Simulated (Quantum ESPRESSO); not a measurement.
Pb:

```
Pb
1.0
     0.00000    2.47502    2.47502
     2.47502    0.00000    2.47502
     2.47502    2.47502    0.00000
Pb
1
Direct
  0.00000 0.00000 0.00000
```

- Program: Quantum ESPRESSO 7.5
- Task: phonon dispersion
- Functional: LDA
- Potentials or basis: PseudoDojo 0.4.1 SR LDA standard
- Cutoff: 762 eV
- Density cutoff: 3048 eV
- k mesh: 10 × 10 × 10
- Occupations: methfessel-paxton, width 0.2 eV
- Spin: no spin polarisation
- Form of the LDA correlation: PW92
- Mixing beta: 0.5
- Most SCF iterations: 120
- SCF threshold: 2e-10 Ry
- q mesh: 2 × 2 × 2

The cell and the atoms were relaxed first, to 28.89 Å³/atom (a = 3.444 Å, b = 3.444 Å, c = 3.444 Å, α = 60.00°, β = 60.00°, γ = 60.00°), and the response was taken there.

Is this structure dynamically stable at this level, and how far does the spectrum reach?

Yes, as far as this q mesh shows: no mode on the path is imaginary. The highest frequency is 80 cm⁻¹.

Phonon frequencies at the corners of the path (cm⁻¹, interpolated; i marks imaginary ones):
| point | frequencies |
| --- | --- |
| Γ | 0 0 0 |
| X | 48 48 63 |
| W | 51 58 58 |
| K | 43 60 61 |
| L | 33 33 80 |
| U | 43 60 61 |

Harmonic thermodynamics per atom at this volume (zero-point energy 8.8 meV, Debye temperature from the second moment 92 K):
```csv
T (K),free energy (meV),entropy (k_B),heat capacity Cv (k_B)
50,4.4,2.47,2.55
100,-10.7,4.37,2.88
200,-58.0,6.40,2.97
298.15,-117.5,7.59,2.99
500,-264.1,9.14,2.99
800,-519.9,10.54,3.00
```

Phonon states per cell in windows of 5 cm⁻¹ (negative: imaginary):
```csv
from (cm⁻¹),total
0,0.00
5,0.01
10,0.02
15,0.05
20,0.09
25,0.15
30,0.28
35,0.37
40,0.39
45,0.40
50,0.27
55,0.18
60,0.31
65,0.28
70,0.15
75,0.06
```

A q mesh this small can miss soft modes between its points.

Caveat: the q mesh is small, so phonon branches between its points and thermal values are rough.
